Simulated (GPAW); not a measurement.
Runs of GPAW 26.7.0 on AlNi. The structure is cubic, space group Pm-3m (No. 221). Conventional cell: a = 2.881 Å, b = 2.881 Å, c = 2.881 Å, α = 90.00°, β = 90.00°, γ = 90.00°. Ni (site symmetry m-3m) is surrounded by 8 Al at 2.50 Å. Al (site symmetry m-3m) is surrounded by 8 Ni at 2.50 Å. 

```tsv
level	potentials or basis	V0 of scaled cells (Å³/atom)	B0 (GPa)
optPBE-vdW	GPAW PAW data sets (gpaw-data 1.2.1), pw	12.54	147
LDA	the program's PAW data sets (release 1.2.1) made for this functional, pw	11.42	187
PBEsol+D4	PAW data sets generated in the run's folder for this functional, pw	11.59	(b)
PBEsol	PAW data sets generated in the run's folder for this functional, pw	11.80	174
PBEsol+D3	PAW data sets generated in the run's folder for this functional, pw	11.49	(a)
LDA	PAW data sets generated in the run's folder for this functional, pw	11.42	187
PW91+D4	PAW data sets generated in the run's folder for this functional, pw	11.82	172
```

Alike in all rows: task equation of state; spin collinear, ferromagnetic start; cell as given; k mesh 7 × 7 × 7; cutoff (eV) 600; smearing fermi-dirac 0.05 eV.

Task: Estimate the missing entries.

Result: (a) 181; (b) 182.

Caveats: the PAW data sets were made with another functional, which shifts forces and pressure a little (some runs).

Runs at the PBE level aren't shown here.
